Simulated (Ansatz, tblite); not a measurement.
## A script for PbSe (GFN1-xTB)

These are simulated results from tblite 0.8.0, not measurements. The cell was built from a prototype and was relaxed with r2SCAN in plane waves (Ansatz 0.2.0). Not every such cell is a known phase. All runs are without spin polarisation.

It is hexagonal, P6_3/mmc (No. 194); conventional cell a = 4.274 Å, c = 7.555 Å, 29.87 Å³ an atom. Pb is surrounded by 6 Se at 3.11 Å; Se is surrounded by 6 Pb at 3.11 Å.

tblite solves periodic systems at the zone centre alone, so the script builds a cluster of 3×3×2 conventional cells (72 atoms), which folds in a coarse mesh of k points.

The script, run.py:

```python
import json
from ase import Atoms
from ase.build import make_supercell
from ase.units import Bohr, GPa, Hartree
from tblite.interface import Calculator

atoms = Atoms(['Pb', 'Pb', 'Se', 'Se'],
              cell=[[4.273545, 0.0, 0.0], [-2.136773, 3.700999, -0.0], [0.0, -0.0, 7.555028]],
              scaled_positions=[[0.0, -0.0, -0.0], [0.0, -0.0, 0.5], [0.333333, 0.666667, 0.25], [0.666667, 0.333333, 0.75]],
              pbc=True)
cluster = make_supercell(atoms, [[3, 0, 0], [0, 3, 0], [0, 0, 2]])
calc = Calculator('GFN1-xTB', cluster.numbers, cluster.positions / Bohr, lattice=cluster.cell[:] / Bohr, periodic=cluster.pbc)
calc.set('temperature', 0.02 / Hartree)
calc.set('max-iter', 150)
res = calc.singlepoint()
levels = res.get('orbital-energies') * Hartree
nv = round(res.get('orbital-occupations').sum() / 2)
cells = len(cluster) // len(atoms)
out = {'energy_per_cell': res.get('energy') * Hartree / cells, 'homo': levels[nv - 1], 'lumo': levels[nv],
       'stress': (-res.get('virial') * Hartree / cluster.get_volume() / GPa).tolist(), 'charges': res.get('charges')[:len(atoms)].tolist(), 'electrons': 2 * nv / cells}
json.dump(out, open('results.json', 'w'))
for key, value in out.items():
    print(key, value)
```

Command: `python run.py`. It took 2.4 s on 1 thread of Arm Neoverse V1, with other jobs on the host, peak memory 0.12 GiB.

What it printed:

```
------------------------------------------------------------
  cycle        total energy    energy error   density error
------------------------------------------------------------
      1     -175.3538093844  -1.7476763E+02   7.5017149E-01
      2     -171.1986799107   4.1551295E+00   8.6069530E-01
      3     -181.9949556888  -1.0796276E+01   2.4448526E-01
      4     -182.7800787259  -7.8512304E-01   2.8117044E-02
      5     -182.7790009416   1.0777843E-03   3.4217352E-02
      6     -182.7961869234  -1.7185982E-02   3.1056844E-03
      7     -182.7962740358  -8.7112413E-05   1.7874382E-03
      8     -182.7963139719  -3.9936043E-05   7.6809867E-04
      9     -182.7963196629  -5.6910346E-06   2.8965737E-04
     10     -182.7963207245  -1.0615579E-06   1.7141344E-05
     11     -182.7963207001   2.4380199E-08   4.5527587E-05
     12     -182.7963207232  -2.3127399E-08   1.7942721E-05
------------------------------------------------------------

 total:                                   1.614 sec
energy_per_cell -276.3411803907619
homo -8.785664532174863
lumo -8.40831928347787
stress [[-9.265278916557737, -0.0002492581845262964, -1.4267103453570942e-06], [-0.00024925818452621444, -9.26558109698621, -1.420076377618505e-06], [-1.4267103453934517e-06, -1.4200763776196666e-06, -11.755617319404319]]
charges [0.2862641937299937, 0.28626053126400186, -0.2862704668026025, -0.28626639557516653]
electrons 20.0
```

The cycle table is in hartree for the whole cluster, and the lines after it are in eV (the energy for one cell). The printed stress is in GPa and positive in compression, and the pressure is its mean diagonal.

GFN1-xTB gives a gap of 0.38 eV. On the same cell, plane-wave PBE (Ansatz, 12×12×4 k points and the special points) gives a level spacing of 0.03 eV, too small to call a gap and r2SCAN a gap of 0.11 eV; on shared hosts these took about 18 and 40 core-seconds on the 4-atom cell, against 2.4 for the script. Spin-orbit coupling, left out in all these runs, can cut or reorder the gap by tenths of an eV, up to about 1 eV with Pb or Bi. xTB was fitted to molecules, so gaps, charges and pressures of solids can be far off, and the gap also depends on the size of the cluster.

The same script was run on cells scaled at fixed shape and fractional coordinates:

```tsv
volume (Å³/atom)	energy (meV/atom)	pressure (GPa, positive in compression)	gap (eV)
26.29	-132.0	-0.55	0.26
28.08	-92.5	-6.20	0.44
29.87	0.0	-10.10	0.38
31.67	128.1	-12.48	0.25
33.46	268.6	-13.16	0.15
```

The minimum lies beyond the smallest of these volumes.

xTB was fitted mostly to molecules, and a small cluster samples few k points, so gaps, pressures and kinks along a curve can be far from a solid's.

Spin-orbit coupling is left out; in compounds of Pb, Bi, Tl or Hg it can lower a gap by up to about 1 eV, split its edges or invert the bands.
